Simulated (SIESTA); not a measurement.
## MnO2 under changes of volume

One of the cells (10.839 Å³/atom); the others are scaled copies at fixed shape and fractional positions:

```
Mn O
1.0
     2.85658    0.00000    0.00000
    -1.42829    2.47387    0.00000
     0.00000    0.00000    4.60137
Mn O
1 2
Cartesian
  0.0000 0.0000 2.3007
  0.0000 1.6492 3.2499
  1.4283 0.8246 1.3515
```

Measurements of this composition are mostly on another form, of space group No. 136.

| Item | Value |
| --- | --- |
| Program | SIESTA 5.4.2 |
| Functional | PBEsol |
| Potentials or basis | PseudoDojo 0.4 standard (PBEsol files) |
| Basis | DZP (energy shift 0.003 Ry; two zetas on semicore shells) |
| Grid cutoff | 800 Ry |
| Energy shift | 0.003 Ry |
| k mesh | 8 × 8 × 4 |
| Occupations | fermi-dirac, width 0.05 eV |
| Spin | collinear spin, ferromagnetic start |
| Starting moments | [4.0, 0.0, 0.0] μB |

```csv
volume (Å³/atom),energy over the lowest point (meV/atom),pressure (GPa),gap on the mesh (eV),largest force (eV/Å)
10.189,30.17,15.1,0.45,1.288
10.405,13.49,9.7,0.53,0.918
10.622,3.63,4.9,0.61,0.575
10.839,0.00,0.5,0.69,0.253
11.056,?,?,?,?
11.273,9.10,-6.9,0.83,0.324
11.489,20.52,-10.0,0.89,0.571
```

Q: What does the run at 11.056 Å³/atom give?

A: Energy over the lowest point 2.06 meV/atom; pressure -3.4 GPa; gap on the mesh 0.76 eV; largest force 0.048 eV/Å.

Worked out: A Birch-Murnaghan fit of order 3 (a polynomial in V^(-2/3)) to the other rows has its minimum at 10.87 Å³/atom with B0 = V·E''(V) = 204 GPa and B' = 4.5 at fixed shape and positions, which overstates the stiffness. It gives 2.04 meV/atom at 11.056 Å³/atom, against the run's 2.06, and -dE/dV = -3.4 GPa, against -3.4. A straight line through the other rows of the gap, of slope 3.69 eV per unit of ln V, gives 0.76 eV, against the run's 0.76.

Energies are extrapolated to zero smearing.

Caveats: short orbitals over semicore shells can move pressures by several GPa; the basis of atomic orbitals isn't converged, which shifts pressures, moduli and gaps; a cell with one magnetic atom can't hold antiferromagnetic order, which such compounds often take; forces of over 1 eV/Å show positions far from the minimum, so gaps and moduli don't describe the material at rest (some runs).

A mesh can miss the band edges.
